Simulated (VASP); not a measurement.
Wanted: the native input for a VASP 6.6.1 run.

| Quantity | Value |
| --- | --- |
| Task | single point |
| Functional | PBE |
| Potentials or basis | VASP PAW PBE potentials, release 64 (Zn, O) |
| Cutoff | 520 eV |
| k mesh | 10 × 10 × 10 |
| Occupations | fermi-dirac, width 0.02 eV |
| Spin | no spin polarisation |
| Dipole correction | no |
| Further INCAR settings | ALGO = Fast; EDIFF = 1e-07; NBANDS = 16 |

The structure of ZnO lies in POSCAR:

```
ZnO
1.0
    0.0000000000      2.1337704597      2.2566756382
    2.1337704597      0.0000000000      2.2566756382
    2.1337704597      2.1337704597      0.0000000000
Zn O
1 1
Direct
    0.0000000000      0.0000000000      0.0000000000
    0.5000000000      0.5000000000      0.5000000000
```

The cell was built by a generator and needn't be a form met in nature.

The cell isn't the ideal one: uniaxial_z strain +5.8%.

The input as run:

INCAR

```
  PREC = Accurate
  ENCUT = 520
  EDIFF = 1E-7
  ISMEAR = -1
  SIGMA = 0.02
  LREAL = F
  LASPH = T
  NELM = 100
  ALGO = Fast
  ISIF = 2
  LWAVE = F
  LCHARG = F
  GGA = PE
  NBANDS = 16
```

KPOINTS

```
regular mesh
0
Gamma
  10 10 10
```

Potentials or basis: VASP PAW PBE potentials, release 64 (Zn, O).

Run with:

```bash
$ cat potpaw_PBE.64/Zn/POTCAR potpaw_PBE.64/O/POTCAR > POTCAR
$ mpirun -np 1 vasp_std > vasp.out
```

Results of the run:

```
Pressure               : -0.3 GPa
Band gap on the k mesh : 0.54 eV, indirect (least direct gap 1.74 eV)
```

It took 27 s on 1 thread of Intel(R) Xeon(R) Platinum 8488C (Sapphire Rapids) (shared host), peak memory 0.15 GiB.
